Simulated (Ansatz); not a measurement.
A relaxation computed with Ansatz, from input to last step.

```yaml
crystal:
  lattice:
    - [0.0, 2.4395595678, 2.4395595678]
    - [2.4395595678, 0.0, 2.4395595678]
    - [2.4395595678, 2.4395595678, 0.0]
  atoms:
    - { symbol: Co, position: [0.0, 0.0, 0.0] }
    - { symbol: Si, position: [0.25, 0.25, 0.25] }
    - { symbol: Si, position: [0.75, 0.75, 0.75] }
basis:
  ecutwfc: 420
kpoints:
  mp_grid: { grid: [14, 14, 14] }
hamiltonian:
  xc: pbesol
scf:
  occupations: { method: gaussian, width: 0.1 }
output:
  forces: true
  stress: true
  eigenvalues: true
relax:
  adjacent_minimum: "off"
  f_tol: 0.008
  max_steps: 50
  cell: { stress_tol: 0.08, p_target: 90.0 }
```

```bash
ansatz run input.yaml --threads 1 --pin off --max-ram 2560MiB --backend cpu --events-out ev --progress --plain --runs-dir out
```

Method: DFT PBEsol, scalar-relativistic, plane waves, PAW (Ansatz).

Of 4 frames 3 are shown, positions in Å and forces in eV/Å; the SCF threshold varies from step to step. Steps run on the plane waves of an earlier cell, with a Pulay correction in the pressure. The basis is chosen afresh for the last frame, the zero of the energies, and at times for earlier ones too; energy and pressure step there, also at an unchanged geometry. The relaxation lowers the enthalpy F + PV at the target pressure, so the free energy itself can rise. Spin polarisation was left out; whether the Co atoms would carry moments isn't shown by this run.

```xyz
3
Lattice="0.0000 2.4396 2.4396 2.4396 0.0000 2.4396 2.4396 2.4396 0.0000" Properties=species:S:1:pos:R:3:forces:R:3 pbc="T T T" step=1 free_energy_over_end_meV_per_atom=-36.81 pressure_GPa=86.34
Co    0.0000    0.0000    0.0000    0.0000    0.0000    0.0000
Si    1.2198    1.2198    1.2198    0.0000    0.0000    0.0000
Si    3.6593    3.6593    3.6593    0.0000    0.0000    0.0000
3
Lattice="0.0000 2.4347 2.4347 2.4347 0.0000 2.4347 2.4347 2.4347 0.0000" Properties=species:S:1:pos:R:3:forces:R:3 pbc="T T T" step=2 free_energy_over_end_meV_per_atom=-5.44 pressure_GPa=89.47
Co    0.0000    0.0000    0.0000    0.0000    0.0000    0.0000
Si    1.2174    1.2174    1.2174    0.0000    0.0000    0.0000
Si    3.6521    3.6521    3.6521    0.0000    0.0000    0.0000
3
Lattice="0.0000 2.4339 2.4339 2.4339 0.0000 2.4339 2.4339 2.4339 0.0000" Properties=species:S:1:pos:R:3:forces:R:3 pbc="T T T" step=4 free_energy_over_end_meV_per_atom=0.00 pressure_GPa=89.99
Co    0.0000    0.0000    0.0000    0.0000    0.0000    0.0000
Si    1.2170    1.2170    1.2170    0.0000    0.0000    0.0000
Si    3.6509    3.6509    3.6509    0.0000    0.0000    0.0000
```

The run took 10 s on 1 thread of Oxide Virtual Turin-like Processor (Zen 5), on a shared host, peak memory 0.4 GiB.